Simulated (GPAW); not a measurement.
# GaP (F-43m) in GPAW: a series of runs

The runs below take GaP through band structure, with r2SCAN, PBE.

Everything below comes from runs of GPAW 26.7.0. Logs are shortened: lines on timing, memory, paths and dates and some standing lists are left out, and cuts for length are marked. The log counts tension as positive stress, the text compression.

**What was measured.**

From “Stacking defects in GaP nanowires: Electronic structure and optical properties”, 2018, arxiv:1810.01194, for a bulk crystal of GaP at 10 K: band gap 2.34 eV (indirect).

The runs below are set against these values where they give the same quantity.

### Step 1. The crystal as given

The structure is cubic, space group F-43m (No. 216). Conventional cell: a = 5.451 Å, b = 5.451 Å, c = 5.451 Å, α = 90.00°, β = 90.00°, γ = 90.00°. Around Ga (site symmetry -43m) lie 4 P at 2.36 Å. P (site symmetry -43m) has 4 Ga at 2.36 Å as nearest neighbours.

### Step 2. Band structure, r2SCAN, spin-orbit coupling, no magnetisation

Contents of run.py:

```python
import numpy as np
from ase import Atoms
from ase.dft.bandgap import bandgap
from ase.io import write
from ase.units import GPa
from gpaw import GPAW, PW
from gpaw.spinorbit import soc_eigenstates

atoms = Atoms(['Ga', 'P'],
              cell=[[0.0, 2.72525, 2.72525],
                    [2.72525, 0.0, 2.72525],
                    [2.72525, 2.72525, 0.0]],
              scaled_positions=[[0.0, 0.0, 0.0],
                                [0.75, 0.75, 0.75]],
              pbc=True)

calc = GPAW(mode=PW(600),
            xc='MGGA_X_R2SCAN+MGGA_C_R2SCAN',
            kpts={'size': (6, 6, 6), 'gamma': True},
            occupations={'name': 'fermi-dirac', 'width': 0.05},
            nbands=11,
            convergence={'density': 1e-05, 'energy': 1e-05},
            maxiter=150,
            txt='gpaw.txt')
atoms.calc = calc
energy = atoms.get_potential_energy()
forces = atoms.get_forces()
stress = atoms.get_stress()
calc.write('gs.gpw')
write('result.traj', atoms)
print(f'Energy: {energy:.6f} eV')
print('Forces (eV/A):')
print(forces.round(4))
print('Stress (GPa):', (stress / GPa).round(3))
print('Fermi level:', round(calc.get_fermi_level(), 4), 'eV')
print(f'Gap: {bandgap(calc)[0]:.4f} eV, direct: {bandgap(calc, direct=True)[0]:.4f} eV')

path = atoms.cell.bandpath('GXWKGLUWLK,UX', npoints=60, eps=1e-4)
bs_calc = calc.fixed_density(kpts=path, symmetry='off', nbands=21,
                             convergence={'bands': 'CBM+6.0', 'eigenstates': 1e-6}, txt='bands.txt')
bs = bs_calc.band_structure()
bs.write('bs.json')
print(f'Gap on the path: {bandgap(bs_calc)[0]:.4f} eV')

soc = soc_eigenstates(bs_calc, theta=0, phi=0, ignore_xc_potential=True)
np.savetxt('soc_bands.dat', soc.eigenvalues(), fmt='%.4f')
mesh = soc_eigenstates('gs.gpw', theta=0, phi=0, ignore_xc_potential=True)
np.savetxt('soc_mesh.dat', mesh.eigenvalues(), fmt='%.4f')
print('Fermi level with spin-orbit coupling:', round(mesh.fermi_level, 4), 'eV')
```

Potentials or basis: GPAW PAW data sets (gpaw-data 1.2.1), pw.

Launch:

```sh
$ OMP_NUM_THREADS=1 python run.py
```

gpaw.txt:

```text
__  _  _
 | _ |_)|_||  |
 |__||  | ||/\| - 26.7.0

Input parameters:
  mode=PW(ecut=600.0),
  convergence={'density': 1e-05, 'energy': 1e-05},
  kpts=MonkhorstPack(size=(6, 6, 6), gamma=True),
  maxiter=150,
  nbands=11,
  occupations=Occupations(name='fermi-dirac', width=0.05),
  xc=XC(name='MGGA_X_R2SCAN+MGGA_C_R2SCAN')

Diagonalizing LCAO Hamiltonian
Converting LCAO to pw mode

                    P

       Ga

Atoms  # Å, Bohr magnetons
|   | symbol |        x |        y |        z |    initial magnetic moments |
|---|--------|----------|----------|----------|-----------------------------|
| 0 |     Ga | 0.000000 | 0.000000 | 0.000000 | ( 0.0000,  0.0000,  0.0000) |
| 1 |      P | 4.087875 | 4.087875 | 4.087875 | ( 0.0000,  0.0000,  0.0000) |

Unit cell  # Å
| periodic |        x |        y |        z |  lengths |    angles |
|----------|----------|----------|----------|----------|-----------|
|      yes | 0.000000 | 2.725250 | 2.725250 | 3.854086 | 60.000000 |
|      yes | 2.725250 | 0.000000 | 2.725250 | 3.854086 | 60.000000 |
|      yes | 2.725250 | 2.725250 | 0.000000 | 3.854086 | 60.000000 |

Number of symmetries: 24
Symmetry operations  # r_c * U_cc + t_c -> r_c
|    | kind |            matrix            |
|----|------|------------------------------|
|  0 |  E   |  1, 0, 0,  0, 1, 0,  0, 0, 1 |
|  1 |  σ   |  1, 0, 0,  0, 0, 1,  0, 1, 0 |
|  2 |  σ   |  1, 0,-1,  0, 1,-1,  0, 0,-1 |
|  3 |  C3  |  1, 0,-1,  0, 0,-1,  0, 1,-1 |
|  4 |  C3  |  1,-1, 0,  0,-1, 1,  0,-1, 0 |
|  5 |  σ   |  1,-1, 0,  0,-1, 0,  0,-1, 1 |
|  6 |  σ   |  0, 1, 0,  1, 0, 0,  0, 0, 1 |
|  7 |  C3  |  0, 1, 0,  0, 0, 1,  1, 0, 0 |
|  8 |  C2  |  0, 1,-1,  1, 0,-1,  0, 0,-1 |
|  9 |  S4  |  0, 1,-1,  0, 0,-1,  1, 0,-1 |
| 10 |  C3  |  0, 0, 1,  1, 0, 0,  0, 1, 0 |
| 11 |  σ   |  0, 0, 1,  0, 1, 0,  1, 0, 0 |
| 12 |  S4  |  0, 0,-1,  1, 0,-1,  0, 1,-1 |
| 13 |  C3  |  0, 0,-1,  0, 1,-1,  1, 0,-1 |
| 14 |  S4  |  0,-1, 1,  1,-1, 0,  0,-1, 0 |
| 15 |  C2  |  0,-1, 1,  0,-1, 0,  1,-1, 0 |
| 16 |  C3  |  0,-1, 0,  1,-1, 0,  0,-1, 1 |
| 17 |  S4  |  0,-1, 0,  0,-1, 1,  1,-1, 0 |
| 18 |  S4  | -1, 1, 0, -1, 0, 1, -1, 0, 0 |
| 19 |  C3  | -1, 1, 0, -1, 0, 0, -1, 0, 1 |
| 20 |  C3  | -1, 0, 1, -1, 1, 0, -1, 0, 0 |
| 21 |  S4  | -1, 0, 1, -1, 0, 0, -1, 1, 0 |
| 22 |  σ   | -1, 0, 0, -1, 1, 0, -1, 0, 1 |
| 23 |  C2  | -1, 0, 0, -1, 0, 1, -1, 1, 0 |

BZ-sampling:
  Number of BZ points: 216
  Number of IBZ points: 16

  Monkhorst-Pack size: [6, 6, 6]
  Monkhorst-Pack shift: [0.08333333333333333, 0.08333333333333333, 0.08333333333333333]

K-points  # in reciprocal-cell coordinates
|     |                                coordinates |     weight |
|-----|--------------------------------------------|------------|
|   0 | (  0.00000000,   0.00000000,   0.00000000) | 0.00462963 |
|   1 | (  0.16666667,   0.16666667,   0.00000000) | 0.02777778 |
|   2 | (  0.16666667,   0.16666667,   0.16666667) | 0.03703704 |
|   3 | (  0.33333333,   0.16666667,   0.16666667) | 0.05555556 |
|   4 | (  0.33333333,   0.33333333,  -0.33333333) | 0.05555556 |
|   5 | (  0.33333333,   0.33333333,   0.00000000) | 0.02777778 |
|   6 | (  0.33333333,   0.33333333,   0.16666667) | 0.11111111 |
|   7 | (  0.33333333,   0.33333333,   0.33333333) | 0.03703704 |
|   8 | (  0.50000000,   0.33333333,  -0.33333333) | 0.11111111 |
|   9 | (  0.50000000,   0.33333333,  -0.16666667) | 0.05555556 |
| ... |                                            |            |
|  15 | (  0.50000000,   0.50000000,   0.50000000) | 0.01851852 |

Plane wave coefficients: 1363
Cutoff: 600.0 eV

Spin-components: 1 (collinear spins)
Bands:           11
Projectors:      10
Spin-degeneracy: 2
Datatype:        complex128

Parallelization:
  kpt:    1
  domain: 1
  band:   1

Density:
  Valence electrons: 8.0
  Components: 1
  Grid points: [24 24 24]
  Charge: 0.0  # |e|

Potential:
  Grid points: [24 24 24]

species:
  Ga:
    name:    Gallium
    Z:       31.0
    valence: 3
    core:    28
    charge:  0.0  # [|e|]
    compensation charges:
      type: gauss
      rc: 0.37  # [Å]
      lmax: 2
    cutoffs:
      filter: 2.06  # [Å]
      core: 4.17  # [Å]
    projectors
    | kind |    occ | energy [eV] | rcut [Å] |
    |------|--------|-------------|----------|
    |   4s |  2.000 |      -8.945 |    1.164 |
    |   4p |  1.000 |      -2.580 |    1.164 |
    |    s |        |      18.266 |    1.164 |
    |    p |        |      24.631 |    1.164 |
    |    d |        |       0.000 |    1.164 |

    Using partial waves for Ga as LCAO basis

  P:
    name:    Phosphorus
    Z:       15.0
    valence: 5
    core:    10
    charge:  0.0  # [|e|]
    compensation charges:
      type: gauss
      rc: 0.30  # [Å]
      lmax: 2
    cutoffs:
      filter: 1.69  # [Å]
      core: 1.81  # [Å]
    projectors
    | kind |    occ | energy [eV] | rcut [Å] |
    |------|--------|-------------|----------|
    |   3s |  2.000 |     -13.968 |    0.953 |
    |   3p |  3.000 |      -5.506 |    0.953 |
    |    s |        |      13.244 |    0.953 |
    |    p |        |      21.705 |    0.953 |
    |    d |        |       0.000 |    0.953 |

    Using partial waves for P as LCAO basis

Reference energy: -62187.585188  # eV

eigensolver:
  PPCG
  Converge bands: occupied
  niter=2

density mixing:
  MSR1-Mixer
  Pratt-step length: 0.05
  Maximum mixing coefficient: 0.75
  Old densities: 10
  SVD Regularization: 0.005
  Good broyden scale: 1.0
  Trust region scale: 1.0
  Backstep threshold: 4.0
  History deletion threshold: 6.0
  Fourier metric: weight=20.0, sigma=0.015

occupation numbers:
  Fermi-Dirac:
    width: 0.0500  # eV

poisson solver:
  ecut: 4800.0  # eV

xc functional:
  name: MGGA_X_R2SCAN+MGGA_C_R2SCAN with 2 nearest neighbor stencil

convergence criteria:
- Maximum integral of absolute [dens]ity change: 1e-05 electrons / valence electron
- Maximum [total energy] change in last 3 cyles: 1e-05 eV / valence electron
- Maximum integral of absolute [eigenst]ate change: 4e-08 eV^2 / valence electron
maximum number of iterations: 150

SCF iterations
|iter     | |      energy | eigst |  dens |
|---------|-|-------------|-------|-------|
|iter:   1| |  -20.924920 | -0.26 |       |
|iter:   2| |  -20.003124 | -1.50 | -0.87 |
|iter:   3| | -235.447331 | +1.04 | -0.87 |
|iter:   4| |  -19.863974 | +1.39 | +0.53 |
|iter:   5| |  -20.011322 | -0.76 | -1.32 |
|iter:   6| |  -20.011884 | -2.74 | -1.74 |
|iter:   7| |  -20.012409 | -4.13 | -2.23 |
|iter:   8| |  -20.012536 | -4.88 | -2.67 |
|iter:   9| |  -20.012534 | -6.30 | -3.35 |
|iter:  10| |  -20.012534c| -7.63c| -4.38 |
|iter:  11| |  -20.012534c| -8.03c| -4.77 |
|iter:  12| |  -20.012534c| -8.90c| -5.33c|

Converged in 12 steps
Energy contributions relative to reference atoms: (reference = -62187.585188)

Energy contributions:
  Kinetic:          20.155139
  Coulomb:         -17.231288
  Zero:             -0.032122
  External:          0.000000
  Xc:              -22.904264
  Entropy:          -0.000000
  Spinorbit:         0.000000
  ----------------------------
  Free energy:     -20.012534
  Extrapolated:    -20.012534

dipole moment: (-10.815807, -10.815807, -10.815807)  # |e|*Ang

Fermi level: 5.713
Eigenvalues  # (at kpt = [0.000, 0.000, 0.000])
| band index |      eig [eV] | occ [0-2] |
|------------|---------------|-----------|
|          0 |        -8.242 |     2.000 |
|          1 |         4.747 |     2.000 |
|          2 |         4.747 |     2.000 |
|          3 |         4.747 |     2.000 |
|          4 |         7.170 |     0.000 |
|          5 |         8.970 |     0.000 |
|          6 |         8.970 |     0.000 |
|          7 |         8.970 |     0.000 |
|          8 |        14.276 |     0.000 |
|          9 |        14.891 |     0.000 |
|         10 |        14.891 |     0.000 |

Gap: 1.937 eV
Transition (v -> c):
  (s=0, k=0, n=3, [0.00, 0.00, 0.00]) -> (s=0, k=12, n=4, [0.50, 0.50, 0.00])
Direct/indirect transitions are different
Direct gap: 2.423 eV
Transition at: (s=0, k=0, n=3, [0.00, 0.00, 0.00])

Forces  # eV/Ang
|        x |        y |       z |
|----------|----------|---------|
|  0.00000 | -0.00000 | 0.00000 |  # Ga   0
| -0.00000 | -0.00000 | 0.00000 |  # P    1

Stress tensor  # eV/Ang^3
|         x |         y |         z |
|-----------|-----------|-----------|
| -0.009283 | -0.000000 |  0.000000 |
| -0.000000 | -0.009283 |  0.000000 |
|  0.000000 |  0.000000 | -0.009283 |

# Writing to gs.gpw (mode='')
```

Run time: 78 s. Hardware: 1 thread of Arm Neoverse V1, shared host; peak memory 0.28 GiB.

Results:

```
Free energy             : -20.0125 eV
Pressure                : 1.5 GPa
Band gap on the k mesh  : 1.91 eV, indirect (least direct gap 2.39 eV)
Band gap along the path : 1.85 eV, indirect (least direct gap 2.39 eV)
```

Levels at the corners of the path, in eV from the valence-band top:
```tsv
point	band 5	band 6	band 7	band 8	band 9	band 10	band 11	band 12
Γ	0.00	0.00	0.00	0.00	2.39	2.39	4.08	4.08
X	-2.82	-2.82	-2.80	-2.80	1.91	1.91	2.10	2.10
W	-3.75	-3.73	-3.56	-3.51	5.04	5.05	5.31	5.33
K	-4.10	-4.08	-2.37	-2.37	2.47	2.48	5.20	5.20
Γ	0.00	0.00	0.00	0.00	2.39	2.39	4.08	4.08
L	-1.23	-1.23	-1.15	-1.15	2.06	2.06	5.02	5.02
U	-4.10	-4.08	-2.37	-2.37	2.47	2.48	5.20	5.20
W	-3.75	-3.73	-3.56	-3.51	5.04	5.05	5.31	5.33
L	-1.23	-1.23	-1.15	-1.15	2.06	2.06	5.02	5.02
K	-4.10	-4.08	-2.37	-2.37	2.47	2.48	5.20	5.20
U	-4.10	-4.08	-2.37	-2.37	2.47	2.48	5.20	5.20
X	-2.82	-2.82	-2.80	-2.80	1.91	1.91	2.10	2.10
```

Caveat: spin-orbit coupling was added after a scalar SCF, so levels and gaps hold it while energy, forces, pressure and moments don't; this program's spin-orbit splittings come out too wide for heavy elements; the PAW data sets were made with another functional, which shifts forces and pressure a little.

### Step 3. Band structure, PBE

Contents of run.py:

```python
from ase.dft.bandgap import bandgap
from ase.io import write
from ase.spacegroup import crystal
from gpaw import GPAW

# Ga 4a
# P 4c
atoms = crystal(['Ga', 'P'],
                basis=[[0.0, 0.0, 0.0],
                       [0.25, 0.25, 0.25]],
                spacegroup=216, setting=1,  # F-43m
                cellpar=[5.4505, 5.4505, 5.4505, 90.0, 90.0, 90.0],
                primitive_cell=True)

calc = GPAW(mode='lcao',
            h=0.16,
            basis='sz(dzp)',
            xc='PBE',
            kpts={'size': (8, 8, 8), 'gamma': True},
            occupations={'name': 'fermi-dirac', 'width': 0.05},
            convergence={'density': 1e-05, 'energy': 1e-05},
            maxiter=150,
            txt='gpaw.txt')
atoms.calc = calc
energy = atoms.get_potential_energy()
forces = atoms.get_forces()
calc.write('gs.gpw')
write('result.traj', atoms)
print(f'Energy: {energy:.6f} eV')
print('Forces (eV/A):')
print(forces.round(4))
print('Fermi level:', round(calc.get_fermi_level(), 4), 'eV')
print(f'Gap: {bandgap(calc)[0]:.4f} eV, direct: {bandgap(calc, direct=True)[0]:.4f} eV')

path = atoms.cell.bandpath('GXWKGLUWLK,UX', npoints=100, eps=1e-4)
bs_calc = calc.fixed_density(kpts=path, symmetry='off', txt='bands.txt')
bs = bs_calc.band_structure()
bs.write('bs.json')
print(f'Gap on the path: {bandgap(bs_calc)[0]:.4f} eV')
```

Potentials or basis: GPAW PAW data sets (gpaw-data 1.2.1), lcao:sz(dzp).

Launch:

```sh
$ OMP_NUM_THREADS=1 python run.py
```

Run time: 23 s. Hardware: 1 thread of Arm Neoverse V1, shared host; peak memory 0.17 GiB.

These settings aren't checked as converged: the numbers below hold their error.

What came out:

| Quantity | Value |
| --- | --- |
| Free energy | -8.1486 eV |
| Band gap on the k mesh | 1.83 eV, direct |
| Band gap along the path | 1.83 eV, direct |

Caveat: the real-space grid adds noise to forces; the basis of atomic orbitals isn't converged, which shifts pressures, moduli and gaps.

### Step 4. Comparison with measurements

Step 2. A measured gap of GaP is 2.34 eV (indirect; 10 K; quoted in “Stacking defects in GaP nanowires: Electronic structure and optical properties”, 2018, arxiv:1810.01194); the calculated 1.85 eV misses it by -0.49 eV. The value is that of r2SCAN, without temperature or zero-point motion.
